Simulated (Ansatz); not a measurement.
Pd (P63/mmc): moments, gap and shell filling against U

```yaml
crystal:
  lattice:
    - [2.78367, 0.00000, 0.00000]
    - [-1.39183, 2.41072, 0.00000]
    - [0.00000, 0.00000, 4.62889]
  atoms:
    - { symbol: Pd, position: [0.66667, 0.33333, 0.75000] }
    - { symbol: Pd, position: [0.33333, 0.66667, 0.25000] }
```

Geometry: a structure from the Materials Project; nothing is relaxed.

Functional, mesh and filling: PBE, 14×14×7 k mesh, Fermi–Dirac smearing of 0.05 eV. PAW means Ansatz 0.2.0 on its default frozen-core files; LAPW is all-electron LAPW in Ansatz 0.2.0. Site moments are integrated in spheres about the atoms, whose radii differ between the methods. Start moments of the first PAW run (μB): Pd1 0.6, Pd2 0.6.

U is Dudarev's effective value on Löwdin-orthogonalised free-atom orbitals with fully localised double counting, unless a row says otherwise (a row with U and J takes Liechtenstein's form); the search for lower states is left at its default. Gaps are Kohn–Sham gaps on the k mesh over both spins.

Without U, PAW counts the shell on its file's own orbitals, so that entry can be offset from the others.

```tsv
run	largest site moment PAW (μB)	largest site moment LAPW (μB)	gap PAW (eV)	gap LAPW (eV)	Pd d electrons PAW	electrons LAPW	P PAW (GPa)	P LAPW (GPa)
no U	0.39	0.39	metal	metal	9.37	9.38	-1.1	-1.2
U = 3 eV on Pd d	0.30	0.30	metal	metal	9.52	9.52	0.3	0.2
U = 6 eV on Pd d	0.23	0.22	metal	metal	9.63	9.63	?	2.3
U = 8 eV on Pd d	0.35	0.14	metal	metal	9.78	9.71	?	4.5
U = 6 eV on Pd d, orbitals not orthogonalised	0.28	0.27	metal	metal	9.67	9.66	?	-0.4
second moment reversed; no U	0.39	0.39	metal	metal	9.37	9.38	-1.1	-1.2
second moment reversed; U = 3 eV on Pd d	0.30	–	metal	–	9.52	–	0.3	–
```

**Question.** What belongs in the row "U = 8 eV on Pd d", column "P PAW (GPa)"?

**Answer.** 5.4.

**Question.** Give the missing entry: row "U = 6 eV on Pd d", column "P PAW (GPa)".

**Answer.** 3.1.

**Question.** Fill in "P PAW (GPa)" for the row "U = 6 eV on Pd d, orbitals not orthogonalised".

**Answer.** -0.9.

PAW and LAPW ended in different states for: U = 8 eV on Pd d. With U on an open shell several self-consistent fillings exist, and such rows don't measure the error of the PAW files.

**Question.** Give the eigenvalues of the occupation matrix of Pd1 d for «second moment reversed; U = 3 eV on Pd d» by PAW.

**Answer.** Majority spin: 0.98, 0.98, 0.98, 0.98, 0.98. Minority spin: 0.89, 0.90, 0.90, 0.96, 0.96.

In at least one run the program's final test of stability wasn't made or came to no verdict. The magnetic state is the one that this cell and start allow. It needn't be the compound's measured order, which may need a larger cell or be absent. Left out because it didn't converge or finish: LAPW, second moment reversed; U = 3 eV on Pd d.
